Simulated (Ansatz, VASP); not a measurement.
## TiO2 in VASP and in Ansatz

```
O Ti
1.0
     4.61070    0.00000    0.00000
     0.00000    9.22140    0.00000
     0.00000    0.00000    2.97320
O Ti
8 4
Direct
  0.30530 0.15265 0.00000
  0.30530 0.65265 0.00000
  0.19470 0.40265 0.50000
  0.19470 0.90265 0.50000
  0.69470 0.34735 0.00000
  0.69470 0.84735 0.00000
  0.80530 0.09735 0.50000
  0.80530 0.59735 0.50000
  0.00000 0.00000 0.00000
  0.00000 0.50000 0.00000
  0.50000 0.25000 0.50000
  0.50000 0.75000 0.50000
```

Alike in both runs: task single point; functional PBE; k mesh 4 × 2 × 6; occupations gaussian, width 0.1 eV; no spin polarisation; Hubbard terms Ti d U = 3.0 eV.

|  | VASP | Ansatz |
| --- | --- | --- |
| version | VASP 6.6.1 | Ansatz 0.2.0 |
| potentials or method | VASP PAW PBE potentials, release 64 (O, Ti_sv) | PAW, plane waves, scalar-relativistic |
| plane-wave cutoff (eV) | 520 | 420 |
| valence electrons in the cell | 96 | 96 |

```csv
,VASP,Ansatz,Ansatz less VASP
gap on the k mesh at the Fermi level (eV),2.23,2.20,-0.023
pressure (GPa),8.2,4.7,-3.47
largest component of the traceless stress (GPa),1.50,0.97,-0.536
rms of the force components (eV/Å),0.093,0.034,-0.0586
```

The programs project onto different local orbitals, so the same U acts differently. Atom by atom the forces differ by 0.059 eV/Å (rms over components).

A k mesh can miss the band edges.
